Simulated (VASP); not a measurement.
Write the native input for VASP 6.6.1 that does the following.

- Task: single point
- Functional: PBE
- Potentials or basis: VASP PAW PBE potentials, release 64 (I, K_sv)
- Cutoff: 520 eV
- k mesh: 7 × 7 × 7
- Occupations: fermi-dirac, width 0.05 eV
- Spin: no spin polarisation
- Further INCAR settings: ALGO = Normal; EDIFF = 1e-07; NBANDS = 15

The structure of KI lies in POSCAR:

```
KI
1.0
    0.0000000000      3.5327750000      3.5327750000
    3.5327750000      0.0000000000      3.5327750000
    3.5327750000      3.5327750000      0.0000000000
I K
1 1
Direct
    0.5035980000      0.5125060000      0.4859750000
    0.0069030000     -0.0011860000     -0.0006290000
```

The cell isn't the ideal one: atoms moved at random, drawn with an rms of 0.05 Å.

One way to write it, as run:

INCAR

```
SYSTEM = KI
ALGO = Normal ; EDIFF = 1E-7
ENCUT = 520 ; GGA = PE
ISIF = 2 ; ISMEAR = -1
LASPH = .True. ; LCHARG = .False.
LREAL = .False. ; LWAVE = .False.
NBANDS = 15 ; NELM = 80
PREC = Accurate ; SIGMA = 0.05
```

KPOINTS

```
k-points
0
Gamma
  7 7 7
  0 0 0
```

Potentials or basis: VASP PAW PBE potentials, release 64 (I, K_sv).

Command:

```console
$ cat potpaw_PBE.64/I/POTCAR potpaw_PBE.64/K_sv/POTCAR > POTCAR
$ mpirun -np 1 vasp_std > vasp.out
```

It gave:

```
Pressure               : 0.6 GPa
Largest force          : 0.076 eV/Å
Band gap on the k mesh : 3.96 eV, direct
```

Caveat: spin-orbit coupling is left out, which moves the levels of the heavy elements; an odd mesh through Γ misses points on the zone boundary, where band edges often lie.

It took 4.5 min on 1 thread of Intel(R) Xeon(R) Platinum 8488C (Sapphire Rapids) (shared host), peak memory 0.38 GiB.
